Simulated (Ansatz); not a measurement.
System: NaI (rock salt type), 2 atoms in the cell.

```
CELL_PARAMETERS angstrom
0.00000 3.26500 3.26500
3.26500 0.00000 3.26500
3.26500 3.26500 0.00000
ATOMIC_POSITIONS crystal
Na 0.00000 0.00000 0.00000
I 0.50000 0.50000 0.50000
```

All numbers below come from Ansatz, PBE, all-electron LAPW, point nucleus.

k-mesh 6×6×6 Γ-centred; Fermi–Dirac smearing of 0.02 eV; no spin polarisation; no spin–orbit coupling.

Question: How large is the gap on this mesh, is it direct, and where do the band edges lie (fractions of the reciprocal vectors of this cell)?

Answer: 3.58 eV, direct at (0.000, 0.000, 0.000).

Question: List the levels near the gap at (0.000, 0.000, 0.000), (0.000, 0.000, 0.167), (0.000, 0.167, 0.333), (0.000, 0.333, -0.500), (0.167, 0.333, -0.500), in eV from the top of the valence band (v1 is the highest filled band, c1 the lowest empty one).

Answer: 
```csv
k,v4,v3,v2,v1,c1,c2,c3
"(0.000, 0.000, 0.000)",-10.95,0.00,0.00,0.00,3.58,7.96,7.96
"(0.000, 0.000, 0.167)",-10.89,-0.70,-0.07,-0.07,4.37,7.46,8.14
"(0.000, 0.167, 0.333)",-10.75,-1.41,-0.39,-0.36,5.42,6.80,7.25
"(0.000, 0.333, -0.500)",-10.61,-1.69,-0.92,-0.61,5.01,6.20,8.48
"(0.167, 0.333, -0.500)",-10.66,-1.61,-0.87,-0.48,5.86,6.76,6.96
```

Spin–orbit coupling is left out; with heavy elements it can shift the gap and split levels by tenths of an eV. Semilocal functionals give gaps that mostly lie well below measured ones.
